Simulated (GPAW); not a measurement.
Y:

```
Y
1.0
     3.64740    0.00000    0.00000
    -1.82370    3.15874    0.00000
     0.00000    0.00000    5.73060
Y
2
Cartesian
  1.8237 1.0529 4.2980
  0.0000 2.1058 1.4326
```

Program: GPAW 26.7.0. Alike in all runs: task band structure; spin SOC, no magnetisation; cell as given; k mesh 6 × 6 × 4; cutoff (eV) 600; smearing fermi-dirac 0.05 eV.

**Question.** Order these runs on this cell by their pressure, lowest first.
A. level PBEsol; potentials or basis PAW data sets generated in the run's folder for this functional, pw; band points 80; spin axis phi (degrees) 45
B. level rSCAN; potentials or basis GPAW PAW data sets (gpaw-data 1.2.1), pw; band points 80; spin axis phi (degrees) 45
C. level TASK; potentials or basis GPAW PAW data sets (gpaw-data 1.2.1), pw; band points 100; spin axis phi (degrees) 0
D. level LDA; potentials or basis the program's PAW data sets (release 1.2.1) made for this functional, pw; band points 60; spin axis phi (degrees) 45

**Answer.** D (-3.8 GPa), A (-2.0 GPa), B (0.4 GPa), C (5.0 GPa).

Caveats: spin-orbit coupling was added after a scalar SCF, so levels and gaps hold it while energy, forces, pressure and moments don't; the PAW data sets were made with another functional, which shifts forces and pressure a little (some runs).

Not every run made on this cell is shown here.
